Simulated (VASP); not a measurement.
Here is a VASP 6.6.1 calculation.

The input INCAR:

```
SYSTEM = Si16AsC15
  PREC = Accurate
  ENCUT = 520
  EDIFF = 1E-8
  ISMEAR = -1
  SIGMA = 0.01
  LREAL = Auto
  LASPH = .TRUE.
  NELM = 100
  ALGO = Fast
  ISIF = 2
  LWAVE = .FALSE.
  LCHARG = .FALSE.
  GGA = PE
  LEFG = .TRUE.
  NELECT = 128.0
  NBANDS = 86
```

KPOINTS

```
regular mesh
0
G
  4 4 2
  0 0 0
```

File POSCAR:

```
Si16AsC15
1.0
    6.1520000000      0.0000000000      0.0000000000
   -3.0760000000      5.3277882840      0.0000000000
    0.0000000000      0.0000000000     10.0960000000
Si As C
16 1 15
Direct
    0.1666666666      0.3333333334      0.0000000000
    0.1666666666      0.3333333334      0.5000000000
    0.1666666666      0.8333333334      0.0000000000
    0.1666666666      0.8333333334      0.5000000000
    0.6666666666      0.3333333334      0.0000000000
    0.6666666666      0.3333333334      0.5000000000
    0.6666666666      0.8333333334      0.0000000000
    0.6666666666      0.8333333334      0.5000000000
    0.3333333334      0.1666666666      0.2500000000
    0.3333333334      0.1666666666      0.7500000000
    0.3333333334      0.6666666666      0.2500000000
    0.3333333334      0.6666666666      0.7500000000
    0.8333333334      0.1666666666      0.2500000000
    0.8333333334      0.1666666666      0.7500000000
    0.8333333334      0.6666666666      0.2500000000
    0.8333333334      0.6666666666      0.7500000000
    0.1666666666      0.3333333334      0.1925000000
    0.1666666666      0.3333333334      0.6925000000
    0.1666666666      0.8333333334      0.1925000000
    0.1666666666      0.8333333334      0.6925000000
    0.6666666666      0.3333333334      0.1925000000
    0.6666666666      0.3333333334      0.6925000000
    0.6666666666      0.8333333334      0.1925000000
    0.6666666666      0.8333333334      0.6925000000
    0.3333333334      0.1666666666      0.4425000000
    0.3333333334      0.1666666666      0.9425000000
    0.3333333334      0.6666666666      0.4425000000
    0.3333333334      0.6666666666      0.9425000000
    0.8333333334      0.1666666666      0.4425000000
    0.8333333334      0.1666666666      0.9425000000
    0.8333333334      0.6666666666      0.4425000000
    0.8333333334      0.6666666666      0.9425000000
```

Potentials or basis: VASP PAW PBE potentials, release 64 (Si, As, C).

Run with:

```console
$ cat potpaw_PBE.64/Si/POTCAR potpaw_PBE.64/As/POTCAR potpaw_PBE.64/C/POTCAR > POTCAR
$ mpirun -np 1 vasp_std > vasp.out
```

Problem. Estimate the band gap on the k mesh.

Solution. 1.61 eV, direct.

Problem. Predict the largest force.

Solution. 14.902 eV/Å.

Forces in eV/Å, atoms in the order of the input:
```
Si    0.000   0.000 -11.173
Si    0.000   0.000   1.675
Si   -0.116  -0.067   0.258
Si   -0.192  -0.111   0.987
Si    0.000   0.135   0.258
Si    0.000   0.222   0.987
Si    0.116  -0.067   0.258
Si    0.192  -0.111   0.987
Si   11.961  -6.906   5.594
Si   -0.043   0.025   0.473
Si    0.000  13.812   5.594
Si    0.000  -0.049   0.473
Si  -11.961  -6.906   5.594
Si    0.043   0.025   0.473
Si    0.000   0.000   1.228
Si    0.000   0.000   0.591
As    0.000   0.000  -2.934
C     0.000   0.000  -0.722
C    -0.138  -0.080  -0.911
C     0.061   0.035  -0.703
C     0.000   0.160  -0.911
C     0.000  -0.070  -0.703
C     0.138  -0.080  -0.911
C    -0.061   0.035  -0.703
C    -0.154   0.089  -1.087
C     0.000   0.000  -0.334
C     0.000  -0.178  -1.087
C     0.000   0.000  -0.334
C     0.154   0.089  -1.087
C     0.000   0.000  -0.334
C     0.000   0.000  -0.977
C     0.000   0.000  -0.516
```

Caveat: the cell carries a net charge on a neutralising background, which shifts energy and pressure; the cell is charged against a uniform background, so pressure and absolute levels hang on convention. Expect the measured gap to be larger: semilocal functionals such as PBE lack the derivative discontinuity.
